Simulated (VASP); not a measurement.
# Li (P6_3/mmc) in VASP: single point with r2SCAN

Aim: the single point of Li with r2SCAN.

Program: VASP 6.6.1. These are calculated values, not measurements. Logs are shortened: lines on timing, memory, paths and dates and some standing lists are left out, and cuts for length are marked.

## Step 1: Starting point

Symmetry: P6_3/mmc, No. 194, hexagonal system. The conventional cell has a = 3.141 Å, b = 3.141 Å, c = 5.142 Å, α = 90.00°, β = 90.00°, γ = 120.00°. Li (site symmetry -6m2) is surrounded by 12 Li at 3.14 to 3.15 Å.

This isn't the form of Li at room conditions, which is bcc.

## Step 2: Single point, r2SCAN

POSCAR

```
Li
1.0
    3.1408384300      0.0000000000      0.0000000000
   -1.5704192100      2.7200508800      0.0000000000
    0.0000000000      0.0000000000      5.1418483200
Li
2
Direct
    0.3333300000      0.6666700000      0.2500000000
    0.6666600000      0.3333300000      0.7500000000
```

INCAR.step1

```
SYSTEM = Li
PREC = Accurate
ENCUT = 520
ISMEAR = -1
SIGMA = 0.1
LREAL = .False.
LASPH = .True.
NELM = 100
NBANDS = 10
GGA = PE
ALGO = Normal
EDIFF = 1E-4
LWAVE = .True.
LCHARG = .False.
```

INCAR.step2

```
SYSTEM = Li
PREC = Accurate
ENCUT = 520
EDIFF = 1E-7
ISMEAR = -1
SIGMA = 0.1
LREAL = .False.
LASPH = .True.
NELM = 100
ALGO = Normal
ISIF = 2
LWAVE = .False.
LCHARG = .False.
METAGGA = R2SCAN
LMIXTAU = .True.
NBANDS = 10
ISTART = 1
```

KPOINTS

```
Automatic mesh
0
Gamma
  12 12 7
  0 0 0
```

Potentials or basis: VASP PAW PBE potentials, release 64 (Li_sv).

The run is started by

```
$ cat potpaw_PBE.64/Li_sv/POTCAR > POTCAR
$ cp INCAR.step1 INCAR
$ mpirun -np 1 vasp_std > vasp.out
$ cp INCAR.step2 INCAR
$ mpirun -np 1 vasp_std > vasp.out
```

OUTCAR:

```text
SYSTEM = Li
   PREC = Accurate
   ENCUT = 520
   EDIFF = 1E-7
   ISMEAR = -1
   LREAL = .False.
   LASPH = .True.
   NELM = 100
   ISIF = 2
   METAGGA = R2SCAN
   ISTART = 1

 ion  position               nearest neighbor table
   1  0.333  0.667  0.250-
   2  0.667  0.333  0.750-

  LATTYP: Found a hexagonal cell.
 ALAT       =     3.1408384300
 C/A-ratio  =     1.6370941819

  Lattice vectors:

 A1 = (   3.1408384300,   0.0000000000,   0.0000000000)
 A2 = (  -1.5704192100,   2.7200508800,   0.0000000000)
 A3 = (   0.0000000000,   0.0000000000,   5.1418483200)

Analysis of symmetry for initial positions (statically):
=====================================================================
 Subroutine PRICEL returns:
 Original cell was already a primitive cell.

 Routine SETGRP: Setting up the symmetry group for a
 hexagonal supercell.

 Subroutine GETGRP returns: Found  8 space group operations
 (whereof  2 operations were pure point group operations)
 out of a pool of 24 trial point group operations.

The static configuration has the point symmetry C_2 .
 The point group associated with its full space group is D_2h.

Analysis of symmetry for dynamics (positions and initial velocities):
=====================================================================
 Subroutine PRICEL returns:
 Original cell was already a primitive cell.

 Routine SETGRP: Setting up the symmetry group for a
 hexagonal supercell.

 Subroutine GETGRP returns: Found  8 space group operations
 (whereof  2 operations were pure point group operations)
 out of a pool of 24 trial point group operations.

The dynamic configuration has the point symmetry C_2 .
 The point group associated with its full space group is D_2h.

 Subroutine INISYM returns: Found  8 space group operations
 (whereof  2 operations are pure point group operations),
 and found     1 'primitive' translations

----------------------------------------------------------------------------------------

                                     Primitive cell

  volume of cell :      43.9280

  direct lattice vectors                    reciprocal lattice vectors
     3.140838430  0.000000000  0.000000000     0.318386323  0.183820090  0.000000000
    -1.570419210  2.720050880  0.000000000     0.000000000  0.367640182  0.000000000
[... 89 lines left out ...]
   IBRION =     -1    ionic relax: 0-MD 1-quasi-New 2-CG
   NFREE  =      0    steps in history (QN), initial steepest desc. (CG)
   ISIF   =      2    stress and relaxation
   ISYM   =      2    0-nonsym 1-usesym 2-fastsym
   POTIM  = 0.5000    time-step for ionic-motion
   TEBEG  =    0.0;   TEEND  =   0.0 temperature during run
   PSTRESS=    0.0 pullay stress
   NELECT =       6.0000    total number of electrons
   NUPDOWN=      -1.0000    fix difference up-down
   EMIN   =  10.00;   EMAX   =-10.00  energy-range for DOS
   EFERMI =   0.00;   METHOD = LEGACY
   ISMEAR =    -1;   SIGMA  =   0.10  broadening in eV -4-tet -1-fermi 0-gaus
   EFERMI_NEDOS =   21; number of points for ismear=-14 and -15
   IALGO  =     38    algorithm
   IMIX   =      4    mixing-type and parameters
     AMIX     =   0.40;   BMIX     =  1.00
     AMIX_MAG =   1.60;   BMIX_MAG =  1.00
  volume/ion in A,a.u.               =      21.96       148.22
  Fermi-wavevector in a.u.,A,eV,Ry     =   0.843098  1.593224  9.671210  0.710814
  Thomas-Fermi vector in A             =   1.957911
   LORBIT       =      0    0 simple, 1 ext, 2 COOP (PROOUT), +10 PAW based schemes
   METAGGA = R2SCAN    functional components
   LHFCALC =     F    Hartree Fock is set to
   AEXX    =    0.0000 exact exchange contribution
   IVDW    =     0    specifies the selected vdW correction
   LEPSILON=     F    determine dielectric tensor
   LRPA    =     F    only Hartree local field effects (RPA)
 non-spin polarized calculation
  energy-cutoff  :      520.00
  volume of cell :       43.93
 maximum number of plane-waves:      1200
   NGX = 11   NGY = 11   NGZ = 19

 number of electron       5.9999997 magnetization

 Free energy of the ion-electron system (eV)
  ---------------------------------------------------
  ext. energy  EPLUGINS =         0.00000000
  ---------------------------------------------------
  free energy    TOTEN  =        -4.78387569 eV

  energy without entropy =       -4.75422981  energy(sigma->0) =       -4.76905275

 E-fermi :   0.4321     XC(G=0):  -7.2393

 val. band max:        0.3729866407   @ k =   0.0000   0.5000   0.0000
 cond. band min:       0.4388229698   @ k =   0.0000   0.0000   0.0000
 fundamental gap:      0.0658363291
 Fermi energy:         0.4321421976

 k-point     1 :       0.0000    0.0000    0.0000
  band No.  band energies     occupation
      1     -47.8594      2.00000
      2     -47.8457      2.00000
      3      -3.2878      2.00000
      4       0.4388      0.96661
      5       3.3604      0.00000
      6      13.5683      0.00000
      7      13.5694      0.00000
      8      14.9408      0.00000
      9      14.9417      0.00000
     10      15.6994      0.00000
[... 287 lines left out ...]
 k-point    24 :      -0.4167    0.3333    0.0000
  band No.  band energies     occupation
      1     -47.8477      2.00000
      2     -47.8414      2.00000
      3      -0.8624      2.00000
      4       3.0760      0.00000
      5       3.5513      0.00000
      6       6.3109      0.00000
      7       8.3681      0.00000
      8       8.9869      0.00000
      9      10.8468      0.00000
     10      13.6226      0.00000

 [... further k-points ...]

------------------------ aborting loop because EDIFF is reached ----------------------------------------

  FORCE on cell =-STRESS in cart. coord.  units (eV):
  Direction    XX          YY          ZZ          XY          YZ          ZX
  --------------------------------------------------------------------------------------
  -------------------------------------------------------------------------------------
  Total       -0.1953441     -0.1964600     -0.2559357     -0.0000000      0.0000000      0.0000000
  in kB       -7.1247390     -7.1654382     -9.3346819     -0.0000000      0.0000000      0.0000000
  external PRESSURE =      -7.8749530 kB  Pullay stress =       0.0000000 kB

 VOLUME and BASIS-vectors are now :
 -----------------------------------------------------------------------------
  energy-cutoff  :      520.00
  volume of cell :       43.93
      direct lattice vectors                 reciprocal lattice vectors
     3.140838430  0.000000000  0.000000000     0.318386323  0.183820090  0.000000000
    -1.570419210  2.720050880  0.000000000     0.000000000  0.367640182  0.000000000
     0.000000000  0.000000000  5.141848320     0.000000000  0.000000000  0.194482594

 POSITION                                       TOTAL-FORCE (eV/Angst)
 -----------------------------------------------------------------------------------
     -0.00002      1.81338      1.28546        -0.000000     -0.000168      0.000000
      1.57040      0.90667      3.85639         0.000000      0.000168     -0.000000
 -----------------------------------------------------------------------------------
    total drift:                               -0.000000     -0.000000     -0.000000

  FREE ENERGIE OF THE ION-ELECTRON SYSTEM (eV)
  ---------------------------------------------------
  free  energy   TOTEN  =        -4.7838756879 eV

  energy  without entropy=       -4.7542298148  energy(sigma->0) =       -4.76905275
```

OUTCAR.step1:

```text
SYSTEM = Li
   PREC = Accurate
   ENCUT = 520
   ISMEAR = -1
   LREAL = .False.
   LASPH = .True.
[... 536 lines left out ...]
     -0.00002      1.81338      1.28546        -0.000000     -0.000008      0.000000
      1.57040      0.90667      3.85639         0.000000      0.000008     -0.000000
 -----------------------------------------------------------------------------------
    total drift:                               -0.000000     -0.000000     -0.000000

  FREE ENERGIE OF THE ION-ELECTRON SYSTEM (eV)
  ---------------------------------------------------
  free  energy   TOTEN  =        -3.8189376734 eV

  energy  without entropy=       -3.7870366516  energy(sigma->0) =       -3.80298716
```

It took 3.9 min on 1 thread of AMD EPYC 9R45 (Zen 5), shared host; peak memory 0.16 GiB.

What came out:

| Item | Value |
| --- | --- |
| Free energy | -4.7839 eV |
| Band gap on the k mesh | none (metal or under the smearing width) |

Levels at points of the mesh, in eV from the Fermi level:
```
           k point  band 1  band 2  band 3  band 4  band 5  band 6  band 7
(0.00, 0.00, 0.00)  -48.29  -48.28   -3.72    0.01    2.93   13.14   13.14
(0.50, 0.00, 0.00)  -48.28  -48.27   -0.06    1.07    4.87    5.96    6.44
(0.00, 0.50, 0.00)  -48.28  -48.27   -0.06    1.07    4.87    5.96    6.44
```

Caveat: the cutoff is under 1.25 times the usual one of these potentials, so pressure, stress and relaxed cells hold a basis-set (Pulay) error; the PAW data sets were made with another functional, which shifts forces and pressure a little.
